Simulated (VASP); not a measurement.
# K (Fm-3m) in VASP: notebook

One crystal, K, is run at these levels: PBE+D3(BJ); tasks: single point.

Everything below comes from runs of VASP 6.6.1. Logs are shortened: lines on timing, memory, paths and dates and some standing lists are left out, and cuts for length are marked.

## (1) Starting point

Symmetry: Fm-3m, No. 225, cubic system. The conventional cell has a = 6.520 Å, b = 6.520 Å, c = 6.520 Å, α = 90.00°, β = 90.00°, γ = 90.00°.

This isn't the form of K at room conditions, which is bcc.

## (2) Single point, PBE+D3(BJ)

Contents of INCAR:

```
SYSTEM = K
PREC = Accurate
ENCUT = 520
EDIFF = 1E-6
ISMEAR = 0
SIGMA = 0.1
LREAL = .FALSE.
LASPH = .TRUE.
NELM = 60
ALGO = Fast
ISIF = 2
LWAVE = .FALSE.
LCHARG = .FALSE.
GGA = PE
IVDW = 12
NBANDS = 10
```

Contents of KPOINTS:

```
regular mesh
0
G
  12 12 12
  0 0 0
```

Contents of POSCAR:

```
K
1.0
    0.0000000000      3.2597531122      3.2597531122
    3.2597531122      0.0000000000      3.2597531122
    3.2597531122      3.2597531122      0.0000000000
K
1
Direct
    0.0000000000      0.0000000000      0.0000000000
```

Potentials or basis: VASP PAW PBE potentials, release 64 (K_sv).

On the command line:

```console
$ cat potpaw_PBE.64/K_sv/POTCAR > POTCAR
$ mpirun -np 1 vasp_std > vasp.out
```

OUTCAR:

```text
SYSTEM = K
   PREC = Accurate
   ENCUT = 520
   EDIFF = 1E-6
   ISMEAR = 0
   LREAL = .FALSE.
   LASPH = .TRUE.
   NELM = 60
   ISIF = 2
   GGA = PE
   IVDW = 12
 IVDW          = 12

 ion  position               nearest neighbor table
   1  0.000  0.000  0.000-

  LATTYP: Found a face centered cubic cell.
 ALAT       =     6.5195062244

  Lattice vectors:

 A1 = (   0.0000000000,   3.2597531122,   3.2597531122)
 A2 = (   3.2597531122,   0.0000000000,   3.2597531122)
 A3 = (   3.2597531122,   3.2597531122,   0.0000000000)

Analysis of symmetry for initial positions (statically):
=====================================================================
 Subroutine PRICEL returns:
 Original cell was already a primitive cell.

 Routine SETGRP: Setting up the symmetry group for a
 face centered cubic supercell.

 Subroutine GETGRP returns: Found 48 space group operations
 (whereof 48 operations were pure point group operations)
 out of a pool of 48 trial point group operations.

The static configuration has the point symmetry O_h .

Analysis of symmetry for dynamics (positions and initial velocities):
=====================================================================
 Subroutine PRICEL returns:
 Original cell was already a primitive cell.

 Routine SETGRP: Setting up the symmetry group for a
 face centered cubic supercell.

 Subroutine GETGRP returns: Found 48 space group operations
 (whereof 48 operations were pure point group operations)
 out of a pool of 48 trial point group operations.

The dynamic configuration has the point symmetry O_h .

 Subroutine INISYM returns: Found 48 space group operations
 (whereof 48 operations are pure point group operations),
 and found     1 'primitive' translations

----------------------------------------------------------------------------------------

                                     Primitive cell

  volume of cell :      69.2762

  direct lattice vectors                    reciprocal lattice vectors
     0.000000000  3.259753112  3.259753112    -0.153385849  0.153385849  0.153385849
     3.259753112  0.000000000  3.259753112     0.153385849 -0.153385849  0.153385849
     3.259753112  3.259753112  0.000000000     0.153385849  0.153385849 -0.153385849

  length of vectors
     4.609987061  4.609987061  4.609987061     0.265672084  0.265672084  0.265672084

  position of ions in fractional coordinates (direct lattice)
     0.000000000  0.000000000  0.000000000

  ion indices of the primitive-cell ions
   primitive index   ion index
                 1           1

----------------------------------------------------------------------------------------

 KPOINTS: regular mesh

Automatic generation of k-mesh.
 Grid dimensions read from file:
 generate k-points for:   12   12   12

 Generating k-lattice:

  Cartesian coordinates                     Fractional coordinates (reciprocal lattice)
    -0.012782154  0.012782154  0.012782154     0.083333333  0.000000000  0.000000000
     0.012782154 -0.012782154  0.012782154     0.000000000  0.083333333  0.000000000
     0.012782154  0.012782154 -0.012782154     0.000000000  0.000000000  0.083333333

  Length of vectors
     0.022139340  0.022139340  0.022139340

  Shift w.r.t. Gamma in fractional coordinates (k-lattice)
     0.000000000  0.000000000  0.000000000

 Subroutine IBZKPT returns following result:
 ===========================================

 Found     72 irreducible k-points:

 Following reciprocal coordinates:
            Coordinates               Weight
  0.000000  0.000000  0.000000      1.000000
  0.083333  0.000000  0.000000      8.000000
  0.166667  0.000000  0.000000      8.000000
  0.250000  0.000000  0.000000      8.000000
  0.333333  0.000000  0.000000      8.000000
  0.416667  0.000000  0.000000      8.000000
[... 16 lines left out ...]
  0.500000  0.166667  0.000000     24.000000
 -0.416667  0.166667  0.000000     24.000000
 [... further k-points ...]
   k-points           NKPTS =     72   k-points in BZ     NKDIM =     72   number of bands    NBANDS=     10
   number of dos      NEDOS =    301   number of ions     NIONS =      1
   total plane-waves  NPLWV =  46656
   dimension x,y,z NGX =    36 NGY =   36 NGZ =   36
   dimension x,y,z NGXF=    72 NGYF=   72 NGZF=   72
   ions per type =               1
   NGX,Y,Z   is equivalent  to a cutoff of  12.98, 12.98, 12.98 a.u.
   NGXF,Y,Z  is equivalent  to a cutoff of  25.96, 25.96, 25.96 a.u.
 SYSTEM =  K
   PREC   = accura    normal or accurate (medium, high low for compatibility)
   ISTART =      0    job   : 0-new  1-cont  2-samecut
   ICHARG =      2    charge: 1-file 2-atom 10-const
   ISPIN  =      1    spin polarized calculation?
   LNONCOLLINEAR =      F non collinear calculations
   LSORBIT =      F    spin-orbit coupling
   LASPH  =      T    aspherical Exc in radial PAW
   ENCUT  =  520.0 eV  38.22 Ry    6.18 a.u.   8.57  8.57  8.57*2*pi/ulx,y,z
   NELM   =     60;   NELMIN=  2; NELMDL= -5     # of ELM steps
   EDIFF  = 0.1E-05   stopping-criterion for ELM
   LREAL  =      F    real-space projection
[... 7 lines left out ...]
   TEBEG  =    0.0;   TEEND  =   0.0 temperature during run
   PSTRESS=    0.0 pullay stress
   NELECT =       9.0000    total number of electrons
   NUPDOWN=      -1.0000    fix difference up-down
   EMIN   =  10.00;   EMAX   =-10.00  energy-range for DOS
   EFERMI =   0.00;   METHOD = LEGACY
   ISMEAR =     0;   SIGMA  =   0.10  broadening in eV -4-tet -1-fermi 0-gaus
   EFERMI_NEDOS =   21; number of points for ismear=-14 and -15
   IALGO  =     68    algorithm
   IMIX   =      4    mixing-type and parameters
     AMIX     =   0.40;   BMIX     =  1.00
     AMIX_MAG =   1.60;   BMIX_MAG =  1.00
  volume/ion in A,a.u.               =      69.28       467.50
  Fermi-wavevector in a.u.,A,eV,Ry     =   0.829140  1.566847  9.353630  0.687472
  Thomas-Fermi vector in A             =   1.941636
   LORBIT       =      0    0 simple, 1 ext, 2 COOP (PROOUT), +10 PAW based schemes
   GGA     = PE    functional components
   LHFCALC =     F    Hartree Fock is set to
   AEXX    =    0.0000 exact exchange contribution
   IVDW    =    12    specifies the selected vdW correction
   LEPSILON=     F    determine dielectric tensor
   LRPA    =     F    only Hartree local field effects (RPA)
 non-spin polarized calculation
 RMM-DIIS sequential band-by-band and
 Gauss-broadening in eV      SIGMA  =   0.10
  energy-cutoff  :      520.00
  volume of cell :       69.28
 maximum number of plane-waves:      1892
 NGX is ok and might be reduce to    36
   NGX = 17   NGY = 17   NGZ = 17

 number of electron       9.0000001 magnetization

 Free energy of the ion-electron system (eV)
  ---------------------------------------------------
  ext. energy  EPLUGINS =         0.00000000
  ---------------------------------------------------
  free energy    TOTEN  =        -1.04648319 eV

  energy without entropy =       -1.04276796  energy(sigma->0) =       -1.04462557

 E-fermi :  -0.0014     XC(G=0):  -5.7972

 val. band max:       -0.0581902870   @ k =   0.5000   0.2500   0.0833
 cond. band min:       0.0184868539   @ k =  -0.4167   0.0833   0.0000
 fundamental gap:      0.0766771410
 Fermi energy:        -0.0014058606

 k-point     1 :       0.0000    0.0000    0.0000
  band No.  band energies     occupation
      1     -32.0788      2.00000
      2     -15.5246      2.00000
      3     -15.5246      2.00000
      4     -15.5246      2.00000
      5      -2.2273      2.00000
      6       4.2821      0.00000
      7       4.2821      0.00000
      8       4.2821      0.00000
      9       5.5796      0.00000
     10       5.5796      0.00000

 k-point     2 :       0.0833    0.0000    0.0000
  band No.  band energies     occupation
      1     -32.0785      2.00000
      2     -15.5302      2.00000
      3     -15.5254      2.00000
      4     -15.5254      2.00000
      5      -2.1415      2.00000
      6       4.0471      0.00000
      7       4.3167      0.00000
      8       4.3167      0.00000
      9       5.5010      0.00000
     10       5.5010      0.00000

 k-point     3 :       0.1667    0.0000    0.0000
  band No.  band energies     occupation
      1     -32.0776      2.00000
      2     -15.5455      2.00000
      3     -15.5275      2.00000
      4     -15.5275      2.00000
      5      -1.8881      2.00000
      6       3.4925      0.00000
      7       4.3764      0.00000
      8       4.3765      0.00000
      9       5.3816      0.00000
     10       5.3816      0.00000

 k-point     4 :       0.2500    0.0000    0.0000
  band No.  band energies     occupation
      1     -32.0763      2.00000
      2     -15.5662      2.00000
      3     -15.5303      2.00000
      4     -15.5303      2.00000
      5      -1.4791      2.00000
      6       2.7982      0.00000
      7       4.3449      0.00000
      8       4.3449      0.00000
      9       5.4502      0.00000
     10       5.4511      0.00000

 k-point     5 :       0.3333    0.0000    0.0000
  band No.  band energies     occupation
      1     -32.0751      2.00000
      2     -15.5867      2.00000
      3     -15.5331      2.00000
      4     -15.5331      2.00000
      5      -0.9341      2.00000
      6       2.0398      0.00000
      7       4.2177      0.00000
      8       4.2177      0.00000
      9       5.7620      0.00000
     10       5.7664      0.00000

 k-point     6 :       0.4167    0.0000    0.0000
  band No.  band energies     occupation
      1     -32.0742      2.00000
      2     -15.6015      2.00000
      3     -15.5352      2.00000
      4     -15.5352      2.00000
      5      -0.2813      1.99992
      6       1.2572      0.00000
      7       4.1032      0.00000
      8       4.1032      0.00000
      9       6.1723      0.00000
     10       6.2859      0.00000
[... 183 lines left out ...]
 k-point    21 :       0.3333    0.1667    0.0000
  band No.  band energies     occupation
      1     -32.0751      2.00000
      2     -15.5749      2.00000
      3     -15.5389      2.00000
      4     -15.5387      2.00000
      5      -1.0319      2.00000
      6       2.6042      0.00000
      7       3.6769      0.00000
      8       4.3817      0.00000
      9       4.9451      0.00000
     10       6.0348      0.00000

 k-point    22 :       0.4167    0.1667    0.0000
  band No.  band energies     occupation
      1     -32.0741      2.00000
      2     -15.5897      2.00000
      3     -15.5436      2.00000
      4     -15.5405      2.00000
      5      -0.4602      2.00000
      6       1.9203      0.00000
      7       3.4506      0.00000
      8       4.3068      0.00000
      9       5.2609      0.00000
     10       6.3253      0.00000

 k-point    23 :       0.5000    0.1667    0.0000
  band No.  band energies     occupation
      1     -32.0734      2.00000
      2     -15.5985      2.00000
      3     -15.5480      2.00000
      4     -15.5406      2.00000
      5       0.2090      0.00293
      6       1.1853      0.00000
      7       3.3177      0.00000
      8       4.2432      0.00000
      9       5.4783      0.00000
     10       6.4311      0.00000

 k-point    24 :      -0.4167    0.1667    0.0000
  band No.  band energies     occupation
      1     -32.0734      2.00000
      2     -15.5992      2.00000
      3     -15.5507      2.00000
      4     -15.5390      2.00000
      5       0.4445      0.00000
      6       0.9472      0.00000
      7       3.2411      0.00000
      8       4.2409      0.00000
      9       5.6926      0.00000
     10       6.1308      0.00000

 [... further k-points ...]

------------------------ aborting loop because EDIFF is reached ----------------------------------------

 Edisp (eV)   -0.12018

 E8    (eV) :    -0.0646

  FORCE on cell =-STRESS in cart. coord.  units (eV):
  Direction    XX          YY          ZZ          XY          YZ          ZX
  --------------------------------------------------------------------------------------
  -------------------------------------------------------------------------------------
  Total      -0.00944    -0.00944    -0.00944     0.00000     0.00000     0.00000
  in kB      -0.21838    -0.21838    -0.21838     0.00000     0.00000     0.00000
  external pressure =       -0.22 kB  Pullay stress =        0.00 kB

 VOLUME and BASIS-vectors are now :
 -----------------------------------------------------------------------------
  energy-cutoff  :      520.00
  volume of cell :       69.28
      direct lattice vectors                 reciprocal lattice vectors
     0.000000000  3.259753112  3.259753112    -0.153385849  0.153385849  0.153385849
     3.259753112  0.000000000  3.259753112     0.153385849 -0.153385849  0.153385849
     3.259753112  3.259753112  0.000000000     0.153385849  0.153385849 -0.153385849

 POSITION                                       TOTAL-FORCE (eV/Angst)
 -----------------------------------------------------------------------------------
      0.00000      0.00000      0.00000        -0.000000      0.000000     -0.000000
 -----------------------------------------------------------------------------------
    total drift:                               -0.000000     -0.000000      0.000000

  FREE ENERGIE OF THE ION-ELECTRON SYSTEM (eV)
  ---------------------------------------------------
  free  energy   TOTEN  =        -1.1666615893 eV

  energy  without entropy=       -1.1629463626  energy(sigma->0) =       -1.16480398
```

It took 59 s on 1 thread of Intel Xeon Platinum 8488C (Sapphire Rapids), shared host; peak memory 0.22 GiB.

Results:

```yaml
Free_energy: -1.1667 eV
Pressure: 0.0 GPa
Band_gap_on_the_k_mesh: none (metal or under the smearing width)
Dispersion_energy_per_atom: -0.120 eV
```

Caveat: pairwise dispersion overbinds metals, which lowers pressure and volume.

## (3) Single point, PBE+D3(BJ)

This run uses another cell than the first one, of 78.05 Å³/atom, 1.127 times its volume.

Contents of INCAR:

```
ALGO = Normal
EDIFF = 1E-6
ENCUT = 520
GGA = PE
ISIF = 2
ISMEAR = 0
IVDW = 12
LASPH = True
LCHARG = False
LREAL = False
LWAVE = False
NBANDS = 10
NELM = 60
PREC = Accurate
SIGMA = 0.1
```

Contents of KPOINTS:

```
k-points
0
Gamma
  6 6 6
```

Contents of POSCAR:

```
K
1.0
    0.0000000000      3.3918728180      3.3918728180
    3.3918728180      0.0000000000      3.3918728180
    3.3918728180      3.3918728180      0.0000000000
K
1
Direct
    0.0000000000      0.0000000000      0.0000000000
```

Potentials or basis: VASP PAW PBE potentials, release 64 (K_sv).

On the command line:

```console
$ cat potpaw_PBE.64/K_sv/POTCAR > POTCAR
$ mpirun -np 1 vasp_std > vasp.out
```

It took 11 s on 1 thread of Intel Xeon Platinum 8488C (Sapphire Rapids), shared host; peak memory 0.2 GiB.

The run converged. Its results:

- Free energy: -1.1469 eV
- Pressure: -0.4 GPa
- Band gap on the k mesh: none (metal or under the smearing width)
- Dispersion energy per atom: -0.106 eV

Levels at points of the mesh, in eV from the Fermi level:
| k point | band 1 | band 2 | band 3 | band 4 | band 5 | band 6 | band 7 | band 8 | band 9 | band 10 |
| --- | --- | --- | --- | --- | --- | --- | --- | --- | --- | --- |
| (0.00, 0.00, 0.00) | -32.07 | -15.52 | -15.52 | -15.52 | -1.98 | 4.25 | 4.25 | 4.25 | 5.46 | 5.46 |
| (0.50, 0.00, 0.00) | -32.07 | -15.58 | -15.53 | -15.53 | 0.42 | 0.63 | 4.04 | 4.04 | 6.02 | 6.21 |
| (0.50, 0.50, 0.00) | -32.07 | -15.57 | -15.54 | -15.54 | 1.02 | 1.41 | 2.44 | 4.81 | 4.81 | 5.39 |

Caveat: pairwise dispersion overbinds metals, which lowers pressure and volume.

(Continued in part 2 of 2.)
